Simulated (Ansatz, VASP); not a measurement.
Two plane-wave programs on O2

```
CELL_PARAMETERS angstrom
10.00000 0.00000 0.00000
0.00000 10.50000 0.00000
0.00000 0.00000 11.00000
ATOMIC_POSITIONS crystal
O 0.50000 0.50000 0.44496
O 0.50000 0.50000 0.55504
```

Alike in both runs: task single point; functional PBEsol; k mesh 1 × 1 × 1; occupations gaussian, width 0.01 eV; collinear spin.

```csv
,VASP,Ansatz
version,VASP 6.6.1,Ansatz 0.2.0
potentials or method,"VASP PAW PBE potentials, release 64 (O)","scalar-relativistic, plane waves, PAW"
plane-wave cutoff (eV),520,600
valence electrons in the cell,12,12
```

```csv
,VASP,Ansatz,Ansatz less VASP
gap on the k mesh at the Fermi level (eV),2.26,2.25,-0.018
least direct gap on the mesh (eV),2.26,2.25,-0.018
rms of the force components (eV/Å),0.753,0.019,-0.7347
net moment per atom (μB),1.00,1.00,0.000
size of the moment on the site where the two differ most (μB),0.81,0.56,-0.248
```

Site moments also hang on the region over which each program counts them. Atom by atom the forces differ by 0.772 eV/Å (rms over components). One of these differences is far larger than is usual between the two programs; its cause wasn't traced. The functional is the same, so the differences come from potentials, cutoffs and numerics. Ansatz warned: «pseudo_functional_mismatch».

Caveats: the standard files for N, O and F lose accuracy on very short bonds; the PAW data sets were made with another functional, which shifts forces and pressure a little (VASP).
